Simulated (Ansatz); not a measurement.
CuO: relaxation of cell and atoms with PBE

Crystal: CuO.

```
CELL_PARAMETERS angstrom
3.42205 0.00000 0.00000
0.00000 3.42205 0.00000
0.00000 0.00000 4.26046
ATOMIC_POSITIONS crystal
Cu 0.00000 0.50000 0.00000
Cu 0.50000 0.00000 0.50000
O 0.00000 0.00000 0.25000
O 0.00000 0.00000 0.75000
```

Measurements of this composition are mostly on another form, of space group No. 15.

```yaml
Program: Ansatz 0.2.0
Task: relaxation of cell and atoms
Functional: PBE
Potentials_or_basis: Ansatz PAW
Cutoff: "420 eV (not typed: the program's choice for these potentials)"
k_mesh: 8 × 8 × 6
Occupations: fermi-dirac, width 0.05 eV
Spin: no spin polarisation
Target_pressure: 2 GPa
Target_pressure_GPa: 2
```

* Relaxed volume: 11.03 Å³/atom
* Relaxed cell: a = 2.927 Å, b = 2.927 Å, c = 5.151 Å, α = 90.00°, β = 90.00°, γ = 90.00°
* Space group after relaxing (to 0.05 Å): P4_2/mmc (No. 131)
* Energy change on relaxing (the enthalpy is what falls): -371.2 meV/atom
* Ionic steps: 14
* Pressure after relaxing: 2.0 GPa
* Band gap on the k mesh: none (metal or under the smearing width)

The path:
```
step  energy change (eV)  largest force (eV/Å)  volume (Å³)
   1              0.0000                0.0000        49.89
   2             -0.5680                0.0000        49.13
   3             -1.0577                0.0000        45.85
   4             -1.3040                0.0000        45.40
   5             -1.3732                0.0000        43.45
   6             -1.3813                0.0000        44.01
   7             -1.3812                0.0000        44.00
   8             -1.4573                0.0000        44.00
   9             -1.4796                0.0000        44.08
  10             -1.4829                0.0000        44.15
  11             -1.4828                0.0000        44.13
  12             -1.4848                0.0000        44.13
  13             -1.4848                0.0000        44.13
  14             -1.4848                0.0000        44.13
```

Final structure:
```
Cu O
1.0
     2.92682    0.00000    0.00000
     0.00000    2.92682    0.00000
     0.00000    0.00000    5.15104
Cu O
2 2
Direct
  0.00000 0.50000 0.00000
  0.50000 0.00000 0.50000
  0.00000 0.00000 0.25000
  0.00000 0.00000 0.75000
```

Levels at points of the mesh, in eV from the Fermi level:
```
              k point  band 21  band 22  band 23  band 24  band 25  band 26  band 27  band 28  band 29  band 30
   (0.00, 0.00, 0.00)    -2.41    -2.39    -2.30    -1.95     0.66     0.66     1.38     6.06     7.25    13.25
  (0.00, 0.00, -0.50)    -2.32    -2.32    -1.57    -1.57     0.10     0.10     3.45     3.45    11.56    11.56
  (0.00, -0.50, 0.00)    -2.29    -1.91    -1.59    -1.52     0.20     0.45     3.61     5.84     6.43    10.91
 (0.00, -0.50, -0.50)    -2.40    -2.37    -2.04    -1.83    -0.17     0.67     4.24     5.84     8.24     8.70
 (-0.50, -0.50, 0.00)    -2.37    -2.37    -1.61    -1.21    -1.21     1.12     2.08     7.10     9.80     9.80
(-0.50, -0.50, -0.50)    -1.94    -1.94    -1.42    -1.42    -0.51    -0.51     3.94     3.94    10.45    10.45
```

Wall time 27 s on 2 threads of Arm Neoverse V2, on a shared host, peak memory 0.32 GiB.

Caveat: the plane-wave basis is chosen anew once the cell has moved, so the energies of steps on either side of that aren't comparable; the pressure holds a Pulay correction of +0.6 GPa for the finite cutoff; the run has no spin polarisation, though such a crystal can be magnetic; semilocal functionals often make such compounds metallic where correlation or magnetic order opens a gap, which also shifts bond lengths. With open d or f shells a metallic result of PBE can be an artefact of self-interaction; +U or a hybrid may open a gap.
